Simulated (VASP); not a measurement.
Here is a VASP 6.6.1 calculation.

INCAR

```
SYSTEM = HCl
PREC = Accurate
ENCUT = 520
EDIFF = 1E-7
ISMEAR = 0
SIGMA = 0.01
LREAL = .FALSE.
LASPH = .TRUE.
NELM = 100
ALGO = Normal
ISIF = 2
LWAVE = .FALSE.
LCHARG = .FALSE.
GGA = PS
NBANDS = 11
```

KPOINTS

```
regular mesh
0
G
  8 8 8
  0 0 0
```

POSCAR

```
HCl
1.0
   -1.5934970582      1.5934970595      2.2506588471
    1.5934970582     -1.5934970595      2.2506588471
    1.5934970582      1.5934970595     -2.2506588471
H Cl
1 1
Direct
    0.6888387641      0.6888387641      0.0000000000
    0.9791612359      0.9791612359      0.0000000000
```

Potentials or basis: VASP PAW PBE potentials, release 64 (H, Cl).

The run is started by

```bash
$ cat potpaw_PBE.64/H/POTCAR potpaw_PBE.64/Cl/POTCAR > POTCAR
$ mpirun -np 1 vasp_std > vasp.out
```

**Question.** Predict the largest force.

**Answer.** 0.098 eV/Å.

**Question.** Estimate the pressure.

**Answer.** 13.6 GPa.

**Question.** Predict the band gap on the k mesh.

**Answer.** 2.76 eV, indirect (least direct gap 4.67 eV).

Stress tensor (GPa, compression positive):
```
13.89  0.00  0.00
 0.00 13.89  0.00
 0.00  0.00 13.05
```

Caveat: the PAW data sets were made with another functional, which shifts forces and pressure a little. A k mesh can miss the band edges.
